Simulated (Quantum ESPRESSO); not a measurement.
## PbO2: band structure with LDA

PbO2:

```
Pb O
1.0
     0.00000    2.70199    2.70199
     2.70199    0.00000    2.70199
     2.70199    2.70199    0.00000
Pb O
1 2
Direct
  0.00000 0.00000 0.00000
  0.75000 0.75000 0.75000
  0.25000 0.25000 0.25000
```

The cell comes from a database or a generator and needn't be the stable form of this composition.

```
Program                     : Quantum ESPRESSO 7.5
Task                        : band structure
Functional                  : LDA
Potentials or basis         : GBRV 1.5 LDA
Cutoff                      : 612 eV
Density cutoff              : 4898 eV
k mesh                      : 9 × 9 × 9
Occupations                 : fermi-dirac, width 0.05 eV
Spin                        : no spin polarisation
Form of the LDA correlation : PZ81
Mixing beta                 : 0.5
Most SCF iterations         : 120
SCF threshold               : 6e-10 Ry
```

```yaml
Pressure: -10.4 GPa
Band_gap_on_the_k_mesh: none (metal or under the smearing width)
```

Levels at the corners of the path, in eV from the Fermi level:
```tsv
point	band 10	band 11	band 12	band 13	band 14	band 15	band 16	band 17
Γ	-1.97	-1.97	-1.22	-1.22	-1.22	6.76	6.76	6.76
X	-4.54	-0.24	-0.13	-0.13	1.54	6.07	8.88	9.11
W	-2.59	-2.59	-0.39	0.02	2.14	8.37	8.37	8.86
K	-4.08	-1.31	-0.49	-0.23	2.04	7.41	8.67	8.89
Γ	-1.97	-1.97	-1.22	-1.22	-1.22	6.76	6.76	6.76
L	-2.81	-2.81	-1.42	-1.42	2.50	6.93	8.88	9.30
U	-4.08	-1.31	-0.49	-0.23	2.04	7.41	8.67	8.89
W	-2.59	-2.59	-0.39	0.02	2.14	8.37	8.37	8.86
L	-2.81	-2.81	-1.42	-1.42	2.50	6.93	8.88	9.30
K	-4.08	-1.31	-0.49	-0.23	2.04	7.41	8.67	8.89
U	-4.08	-1.31	-0.49	-0.23	2.04	7.41	8.67	8.89
X	-4.54	-0.24	-0.13	-0.13	1.54	6.07	8.88	9.11
```

Wall time 32 s on 2 MPI ranks on Intel(R) Xeon(R) Platinum 8375C CPU @ 2.90GHz (Ice Lake) (shared host), peak memory 0.26 GiB a rank.

Caveat: some levels on the path didn't converge; spin-orbit coupling is left out, which moves the levels of the heavy elements.
